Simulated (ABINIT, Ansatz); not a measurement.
# Quasiparticle gap of NaCl (Fm-3m) in ABINIT, part 2 of 3

How does a plane-wave GW calculation on NaCl (Fm-3m) run from the first input to the gap?

ABINIT 10.8.3; PBE and many-body steps on it, plane waves. Known limits of the many-body steps: not at the basis limit.

So far. Step 2 (Ground state): The gap is direct, at Γ.

The database entry behind the starting cell differs from later determinations by our own check (an axis about 0.4 % short against later determinations), so it need not match the best structure at ambient conditions.

### 3. Bands along the symmetry lines

Level of this step: DFT, PBE, plane waves, norm-conserving pseudopotentials (ABINIT).

The cheap functional maps the bands first; the places of the edges decide which points the dearer methods must see.

Contents of run.abi:

```
acell 3*1.0 Angstrom
rprim 
  0.000000000000 2.810000000000 2.810000000000
  2.810000000000 0.000000000000 2.810000000000
  2.810000000000 2.810000000000 0.000000000000
ntypat 2
znucl 11 17
natom 2
typat 1 2
xred 
  0.000000000000 0.000000000000 0.000000000000
  0.500000000000 0.500000000000 0.500000000000
pp_dirpath "pseudos"
pseudos "Na.upf, Cl.upf"
ecut 38
iscf -2
irdden 1
kptopt 0
nkpt 50
kpt 
  0.00000000 0.00000000 0.00000000
  0.06250000 0.00000000 0.06250000
  0.12500000 0.00000000 0.12500000
  0.18750000 0.00000000 0.18750000
  0.25000000 0.00000000 0.25000000
  0.31250000 0.00000000 0.31250000
  0.37500000 0.00000000 0.37500000
  0.43750000 0.00000000 0.43750000
  0.50000000 0.00000000 0.50000000
  0.51562500 0.03125000 0.51562500
  0.53125000 0.06250000 0.53125000
  0.54687500 0.09375000 0.54687500
  0.56250000 0.12500000 0.56250000
  0.57812500 0.15625000 0.57812500
  0.59375000 0.18750000 0.59375000
  0.60937500 0.21875000 0.60937500
  0.62500000 0.25000000 0.62500000
  0.37500000 0.37500000 0.75000000
  0.32812500 0.32812500 0.65625000
  0.28125000 0.28125000 0.56250000
  0.23437500 0.23437500 0.46875000
  0.18750000 0.18750000 0.37500000
  0.14062500 0.14062500 0.28125000
  0.09375000 0.09375000 0.18750000
  0.04687500 0.04687500 0.09375000
  0.00000000 0.00000000 0.00000000
  0.06250000 0.06250000 0.06250000
  0.12500000 0.12500000 0.12500000
  0.18750000 0.18750000 0.18750000
  0.25000000 0.25000000 0.25000000
  0.31250000 0.31250000 0.31250000
  0.37500000 0.37500000 0.37500000
  0.43750000 0.43750000 0.43750000
  0.50000000 0.50000000 0.50000000
  0.50000000 0.46875000 0.53125000
  0.50000000 0.43750000 0.56250000
  0.50000000 0.40625000 0.59375000
  0.50000000 0.37500000 0.62500000
  0.50000000 0.34375000 0.65625000
  0.50000000 0.31250000 0.68750000
  0.50000000 0.28125000 0.71875000
  0.50000000 0.25000000 0.75000000
  0.50000000 0.21875000 0.71875000
  0.50000000 0.18750000 0.68750000
  0.50000000 0.15625000 0.65625000
  0.50000000 0.12500000 0.62500000
  0.50000000 0.09375000 0.59375000
  0.50000000 0.06250000 0.56250000
  0.50000000 0.03125000 0.53125000
  0.50000000 0.00000000 0.50000000
istwfk *1
nband 15
nbdbuf 2
tolwfr 1e-08
nstep 40
prtwf 0
prtvol 0
indata_prefix "in"
outdata_prefix "out"
tmpdata_prefix "tmp"
```

Run with:

```sh
$ OMP_NUM_THREADS=1 mpirun -n 4 abinit run.abi > log
```

Numbers of over 12 decimals in the logs are rounded to 6 here.

Log:

```text
.Version 10.8.3 of ABINIT. v10.8.2 released Aug 2026.

 Symmetries : space group Fm -3 m (#225); Bravais cF (face-center cubic)
[... echo of the input left out ...]
== DATASET  1 ==================================================================
-   mpi_nproc: 4, omp_nthreads: 1 (-1 if OMP is not activated)

--- !DatasetInfo
iteration_state: {dtset: 1, }
dimensions: {natom: 2, nkpt: 50, mband: 15, nsppol: 1, nspinor: 1, nspden: 1, mpw: 3383, }
cutoff_energies: {ecut:  38.0, pawecutdg:  -1.0, }
electrons: {nelect:   1.60000000E+01, charge:   0.00000000E+00, occopt:   1.00000000E+00, tsmear:   1.00000000E-02, }

 Real(R)+Recip(G) space primitive vectors, cartesian coordinates (Bohr,Bohr^-1):
 R(1)=  0.0000000  5.3101304  5.3101304  G(1)= -0.0941596  0.0941596  0.0941596
 R(2)=  5.3101304  0.0000000  5.3101304  G(2)=  0.0941596 -0.0941596  0.0941596
 R(3)=  5.3101304  5.3101304  0.0000000  G(3)=  0.0941596  0.0941596 -0.0941596
 Unit cell volume ucvol=  2.9946465E+02 bohr^3
 Angles (23,13,12)=  6.00000000E+01  6.00000000E+01  6.00000000E+01 degrees

 getcut: wavevector=  0.0000  0.0000  0.0000  ngfft=  45  45  45
         ecut(hartree)=     38.000   => boxcut(ratio)=   2.11142

--- Pseudopotential description ------------------------------------------------
- Na Generated using ONCVPSP code by D. R. Hamann
- 11.00000   9.00000  171031                  znucl, zion, pspdat
12 -101130 1 -1 1992                          pspcod,pspxc,lmax,lloc,mmax
     nproj     2     2     0
  pspatm : epsatm=    9.36084378
         --- l  ekb(1:nproj) -->
             0    2.667291   -0.676599
             1   -6.743718   -2.407365
 pspatm: atomic psp has been read  and splines computed

- Cl Generated using ONCVPSP code by D. R. Hamann
- 17.00000   7.00000  171031                  znucl, zion, pspdat
12 -101130 2 -1 1028                          pspcod,pspxc,lmax,lloc,mmax
     nproj     2     2     2
  pspatm : epsatm=    9.12776517
         --- l  ekb(1:nproj) -->
             0    8.139296    0.698720
[...]
pspatm: atomic psp has been read  and splines computed

--------------------------------------------------------------------------------

================================================================================
 prteigrs : about to open file out_EIG
 Non-SCF case, kpt    1 (  0.00000  0.00000  0.00000), residuals and eigenvalues=
  2.58E-09  1.15E-09  3.77E-09  7.43E-09  2.51E-09  1.33E-09  6.31E-09  9.73E-09
  3.49E-09  2.08E-09  2.26E-09  7.12E-09  3.05E-09  6.99E-09  7.82E-09
 -1.8170E+00 -7.8519E-01 -7.8519E-01 -7.8519E-01 -4.8579E-01 -1.9794E-02
 -1.9794E-02 -1.9794E-02  1.6946E-01  3.8673E-01  3.8673E-01  3.8673E-01
[...]
Non-SCF case, kpt    2 (  0.06250  0.00000  0.06250), residuals and eigenvalues=
  3.04E-09  4.70E-09  1.48E-09  3.14E-09  3.80E-09  7.14E-09  3.57E-09  5.97E-09
[...]
8.37E-09  7.83E-09  2.01E-09  2.43E-09  5.74E-09  3.45E-09  1.93E-09  3.70E-09
  9.69E-09  1.43E-09  7.80E-09  7.66E-09  8.39E-09  2.32E-09  3.73E-06
[...]
Non-SCF case, kpt   49 (  0.50000  0.03125  0.53125), residuals and eigenvalues=
[...]
Non-SCF case, kpt   50 (  0.50000  0.00000  0.50000), residuals and eigenvalues=
[...]
-1.8170E+00 -7.8596E-01 -7.8550E-01 -7.8550E-01 -4.7135E-01 -8.1725E-02
 -4.2038E-02 -4.2038E-02  2.5761E-01  2.7614E-01  3.9902E-01  5.2701E-01
[...]
--- !ResultsGS
iteration_state: {dtset: 1, }
comment   : Summary of ground state results
lattice_vectors:
- [  0.0000000,   5.3101304,   5.3101304, ]
- [  5.3101304,   0.0000000,   5.3101304, ]
- [  5.3101304,   5.3101304,   0.0000000, ]
lattice_lengths: [   7.50966,    7.50966,    7.50966, ]
lattice_angles: [ 60.000,  60.000,  60.000, ] # degrees, (23, 13, 12)
lattice_volume:   2.9946465E+02
convergence: {deltae:  0.000E+00, res2:  0.000E+00, residm:  9.952E-09, diffor:  0.000E+00, }
etotal    :  -6.22461254E+01
entropy   :   0.00000000E+00
fermie    :  -1.97941144E-02
cartesian_stress_tensor: null
pressure_GPa: null
xred      :
- [  0.0000E+00,   0.0000E+00,   0.0000E+00, Na]
- [  5.0000E-01,   5.0000E-01,   5.0000E-01, Cl]
cartesian_forces: null
force_length_stats: {min: null, max: null, mean: null, }

 Integrated electronic density in atomic spheres:
 ------------------------------------------------
 Atom  Sphere_radius  Integrated_density
[...]
================================================================================

 ----iterations are completed or convergence reached----

 Mean square residual over all n,k,spin=   45.837E-10; max=  99.517E-10
 reduced coordinates (array xred) for    2 atoms
       0.000000000000      0.000000000000      0.000000000000
       0.500000000000      0.500000000000      0.500000000000

 cartesian coordinates (angstrom) at end:
    1      0.000000     0.000000     0.000000
    2      2.810000     2.810000     2.810000
 length scales=  1.889726125908  1.889726125908  1.889726125908 bohr
              =  1.000000000000  1.000000000000  1.000000000000 angstroms
 prteigrs : about to open file out_EIG
 Eigenvalues (hartree) for nkpt=  50  k points:
 kpt#   1, nband= 15, wtk=  1.00000, kpt=  0.0000  0.0000  0.0000 (reduced coord)
[...]
kpt#   2, nband= 15, wtk=  1.00000, kpt=  0.0625  0.0000  0.0625 (reduced coord)
[...]
kpt#   3, nband= 15, wtk=  1.00000, kpt=  0.1250  0.0000  0.1250 (reduced coord)
[...]
kpt#  49, nband= 15, wtk=  1.00000, kpt=  0.5000  0.0313  0.5313 (reduced coord)
  -1.81699   -0.78595   -0.78551   -0.78551   -0.47133   -0.08141   -0.04252   -0.04227
   0.25891    0.27732    0.39778    0.51051    0.52752    0.54647    0.59143
 kpt#  50, nband= 15, wtk=  1.00000, kpt=  0.5000  0.0000  0.5000 (reduced coord)
  -1.81699   -0.78596   -0.78550   -0.78550   -0.47135   -0.08172   -0.04204   -0.04204
   0.25761    0.27614    0.39902    0.52701    0.52701    0.53315    0.59152

== END DATASET(S) ==============================================================
================================================================================

 -outvars: echo values of variables after computation  --------
            nband          15
             nkpt          50
          spgroup         225
 [... the other variables as echoed above ...]

 Calculation completed.
```

Run time: 7.7 s. Hardware: 4 MPI ranks of Intel Xeon 6975P-C (Granite Rapids), shared host; peak memory 0.33 GiB.

Numbers from this step:

```yaml
gap: 5.150 eV
k_of_the_valence_top: 0, 0, 0
k_of_the_conduction_bottom: 0, 0, 0
least_direct_gap: 5.150 eV
```

The gap is 5.150 eV, as in the run before at this level.

Electronic bands along the path, in eV, zero at the top of the highest filled band; v1 is the highest filled band, c1 the lowest empty one:

```csv
point,v4,v3,v2,v1,c1,c2,c3,c4
Γ,-12.68,0.00,0.00,0.00,5.15,11.06,11.06,11.06
halfway,-12.47,-1.08,-0.32,-0.32,7.13,9.10,10.83,12.41
X,-12.29,-1.69,-0.61,-0.61,7.55,8.05,11.40,14.88
halfway,-12.28,-1.62,-0.77,-0.58,7.79,8.33,11.15,13.72
U,-12.28,-1.43,-1.13,-0.50,8.24,9.04,10.59,12.74
jump to K,-12.28,-1.43,-1.13,-0.50,8.24,9.04,10.59,12.74
halfway,-12.45,-1.24,-0.48,-0.16,7.32,9.68,10.76,11.84
Γ,-12.68,0.00,0.00,0.00,5.15,11.06,11.06,11.06
halfway,-12.51,-1.11,-0.14,-0.14,6.62,10.01,11.34,11.34
L,-12.34,-1.95,-0.27,-0.27,7.28,10.72,10.92,10.92
halfway,-12.30,-1.67,-0.77,-0.42,8.34,9.55,10.28,11.69
W,-12.27,-1.20,-1.20,-0.76,8.84,9.71,9.71,11.37
halfway,-12.28,-1.55,-0.80,-0.69,8.07,8.54,10.89,12.75
X,-12.29,-1.69,-0.61,-0.61,7.55,8.05,11.40,14.88
```

The electronic bands as a text plot (rows in eV, shown from -8.0 to 11.1 only):

```
   10.8 |++   +++++    ++++     +    ++++++    +++++++       ++
   10.0 |  +++             ++++++++++      +++++    +++++++++
    9.2 |     ++         +++                          +++++++
    8.4 |       ++++++++++++++++                      +     +++++
    7.6 |       +++++++++       +              +++++++        +++
    6.8 |    +++                 ++         +++
    6.0 |  ++                      ++    +++
    5.2 |++                          ++++
    4.4 |
    3.6 |
    2.8 |
    2.0 |
    1.2 |
    0.4 |*                           ****
   -0.4 | ****************************  *************************
   -1.2 |     *****     ***********         ***        ********
   -2.0 |          *****                       ********        **
   -2.8 |
   -3.6 |
   -4.4 |
   -5.2 |
   -6.0 |
   -6.8 |
   -7.6 |
         Γ           X  U|K            Γ         L        W     X
```

### 4. Empty states on the mesh, 6×6×6 mesh, 592 bands

The sums over transitions need many empty states on a uniform mesh; this step solves for them.

Contents of run.abi:

```
acell 3*1.0 Angstrom
rprim 
  0.000000000000 2.810000000000 2.810000000000
  2.810000000000 0.000000000000 2.810000000000
  2.810000000000 2.810000000000 0.000000000000
ntypat 2
znucl 11 17
natom 2
typat 1 2
xred 
  0.000000000000 0.000000000000 0.000000000000
  0.500000000000 0.500000000000 0.500000000000
pp_dirpath "pseudos"
pseudos "Na.upf, Cl.upf"
ecut 38
ngkpt 6 6 6
nshiftk 1
shiftk 0 0 0
kptopt 1
chksymbreak 0
irdden 1
istwfk *1
nband 592
prtvol 0
optdriver 6
gwr_task "HDIAGO"
paral_kgb 0
occopt 1
indata_prefix "in"
outdata_prefix "out"
tmpdata_prefix "tmp"
```

Log:

```text
[banner, memory and clock lines left out]
.Version 10.8.3 of ABINIT. v10.8.2 released Aug 2026.

 Symmetries : space group Fm -3 m (#225); Bravais cF (face-center cubic)
[... echo of the input left out ...]
== DATASET  1 ==================================================================
-   mpi_nproc: 4, omp_nthreads: 1 (-1 if OMP is not activated)

--- !DatasetInfo
iteration_state: {dtset: 1, }
dimensions: {natom: 2, nkpt: 16, mband: 592, nsppol: 1, nspinor: 1, nspden: 1, mpw: 3383, }
cutoff_energies: {ecut:  38.0, pawecutdg:  -1.0, }
electrons: {nelect:   1.60000000E+01, charge:   0.00000000E+00, occopt:   1.00000000E+00, tsmear:   1.00000000E-02, }

.Using double precision arithmetic; gwpc =  8

- Reading GS density from: in_DEN

--- Pseudopotential description ------------------------------------------------
- Na Generated using ONCVPSP code by D. R. Hamann
- 11.00000   9.00000  171031                  znucl, zion, pspdat
12 -101130 1 -1 1992                          pspcod,pspxc,lmax,lloc,mmax
     nproj     2     2     0
  pspatm : epsatm=    9.36084378
         --- l  ekb(1:nproj) -->
             0    2.667291   -0.676599
             1   -6.743718   -2.407365
 pspatm: atomic psp has been read  and splines computed

- Cl Generated using ONCVPSP code by D. R. Hamann
- 17.00000   7.00000  171031                  znucl, zion, pspdat
12 -101130 2 -1 1028                          pspcod,pspxc,lmax,lloc,mmax
     nproj     2     2     2
  pspatm : epsatm=    9.12776517
         --- l  ekb(1:nproj) -->
             0    8.139296    0.698720
             1    3.821713    1.107519
             2   -2.938609   -0.805455
 pspatm: atomic psp has been read  and splines computed

   2.95817743E+02                                ecore*ucvol(ha*bohr**3)

 Total charge density [el/Bohr^3]
)     Maximum=    2.7006E+00  at reduced coord.    0.9778    0.9778    0.9778
)     Minimum=    1.9497E-03  at reduced coord.    0.2444    0.2444    0.2444
   Integrated=    1.6000E+01

 === KS gaps after direct diagonalization ===
 Direct band gap semiconductor
 Fundamental gap:     5.150 (eV)
   VBM:    -0.539 (eV) at k: [ 0.0000E+00,  0.0000E+00,  0.0000E+00]
   CBM:     4.611 (eV) at k: [ 0.0000E+00,  0.0000E+00,  0.0000E+00]
 Direct gap:         5.150 (eV) at k: [ 0.0000E+00,  0.0000E+00,  0.0000E+00]

== END DATASET(S) ==============================================================

 -outvars: echo values of variables after computation  --------
           etotal      0.0000000000E+00
            nband         592
             nkpt          16
          spgroup         225
 [... the other variables as echoed above ...]

 Calculation completed.
```

Elapsed: 63 s, on 4 MPI ranks; peak memory 2.8 GiB; 4.2 min of CPU time.

This step gave:

```yaml
gap: 5.150 eV
k_of_the_valence_top: 0, 0, 0
k_of_the_conduction_bottom: 0, 0, 0
least_direct_gap: 5.150 eV
k_points_computed: 16
lowest_point_of_the_top_converged_band_above_the_valence_top: 311.7801 eV
```

On this mesh the gap is 5.150 eV.

### 5. Screening, 6×6×6 mesh, 584 bands, screening to 381 eV

The RPA dielectric matrix is built and inverted for each q.

This step: RPA screening on PBE, plane waves, norm-conserving pseudopotentials.

run.abi: that of step 4 with these lines changed.

```diff
@@ -20,10 +20,11 @@
 chksymbreak 0
-irdden 1
 istwfk *1
-nband 592
-prtvol 0
-optdriver 6
-gwr_task "HDIAGO"
-paral_kgb 0
 occopt 1
+irdwfk 1
+optdriver 3
+nband 584
+ecuteps 14
+inclvkb 2
+awtr 1
+symchi 1
 indata_prefix "in"
```

Log:

```text
.Version 10.8.3 of ABINIT. v10.8.2 released Aug 2026.

 Symmetries : space group Fm -3 m (#225); Bravais cF (face-center cubic)
[... echo of the input left out ...]
== DATASET  1 ==================================================================
-   mpi_nproc: 4, omp_nthreads: 1 (-1 if OMP is not activated)

--- !DatasetInfo
iteration_state: {dtset: 1, }
dimensions: {natom: 2, nkpt: 16, mband: 584, nsppol: 1, nspinor: 1, nspden: 1, mpw: 3383, }
cutoff_energies: {ecut:  38.0, pawecutdg:  -1.0, }
electrons: {nelect:   1.60000000E+01, charge:   0.00000000E+00, occopt:   1.00000000E+00, tsmear:   1.00000000E-02, }

 SCREENING: Calculation of the susceptibility and dielectric matrices

 Based on a program developped by R.W. Godby, V. Olevano, G. Onida, and L. Reining.
 Incorporated in ABINIT by V. Olevano, G.-M. Rignanese, and M. Torrent.
.Using double precision arithmetic ; gwpc =  8

[... cell and pseudopotentials left out ...]
--------------------------------------------------------------------------------

 ==== K-mesh for the wavefunctions ====
 Number of points in the irreducible wedge :    16
[... list of points left out ...]
 Together with 48 symmetry operations and time-reversal symmetry
 yields   216 points in the full Brillouin Zone.

 ==== Q-mesh for the screening function ====
 Number of points in the irreducible wedge :    16
[... list of points left out ...]
 Together with 48 symmetry operations and time-reversal symmetry
 yields   216 points in the full Brillouin Zone.

 setmesh: FFT mesh size selected  =    36x   36x   36
          total number of points  =        46656

 vcoul_init : cutoff-mode = AUXILIARY_FUNCTION
 q-points for optical limit:   1
     1)      0.000010    0.000020    0.000030

- screening: taking advantage of time-reversal symmetry
- Maximum band index for partially occupied states nbvw = 8
- Remaining bands to be divided among processors   nbcw = 576
- Number of bands treated by each node ~144

 Number of electrons calculated from density =   16.0000; Expected =   16.0000
 average of density, n =  0.053429
 r_s =    1.6471
 omega_plasma =   22.2968 [eV]

 calculating chi0 at frequencies [eV] :
  1    0.000000E+00    0.000000E+00
  2    0.000000E+00    2.229681E+01

--------------------------------------------------------------------------------
  q-point number  1        q = ( 0.000000, 0.000000, 0.000000) [r.l.u.]
--------------------------------------------------------------------------------
[... chi0 elements left out ...]
 For q-point:  0.000010 0.000020 0.000030
  dielectric constant =   2.3522
  dielectric constant without local fields =   2.7678

  Average fulfillment of the sum rule on Im[epsilon] for q-point    1 :     96.10  [%]
[... wings left out ...]
  q-point number  2        q = ( 0.166667, 0.000000, 0.000000) [r.l.u.]
--------------------------------------------------------------------------------
[... chi0 elements left out ...]
  Average fulfillment of the sum rule on Im[epsilon] for q-point    2 :     99.68  [%]

 [... 14 further q-points ...]
```

It took 26 min on 4 MPI ranks; peak memory 8.9 GiB.

This step gave:

```
ε∞ with local fields, on this mesh, along the program's q direction : 2.352
the same without local fields                                       : 2.768
plasma frequency                                                    : 22.30 eV
plane waves in the screening matrix                                 : 725
```

Local fields lower ε∞ by 15 %.

(Continued in part 3 of 3.)

[Paths, hosts, dates, memory and timing lines, banners, echoed tables and standing remarks are left out of the program output.]

[Logs are printed without paths, hosts, clocks, repeated set-up lines and the standing remarks that a program may print on its own settings, such as how far it seeks lower states.]

[Runs of the session that timed out or met a known fault of the program may be left out.]

[Hosts, paths, dates, database ids (printed as entryN), source tags and the programs' standing remarks are cut or masked in the printed files.]

[G0W0 gaps are taken among the corrected bands and points alone; a level outside them can change the order at an edge.]

[Where Ansatz stands beside ABINIT at settings called matched, ABINIT's density can come from a denser mesh and the files from another edition; pairs whose starting gaps differed by over 0.03 eV were left out, so agreement reads better than it is.]
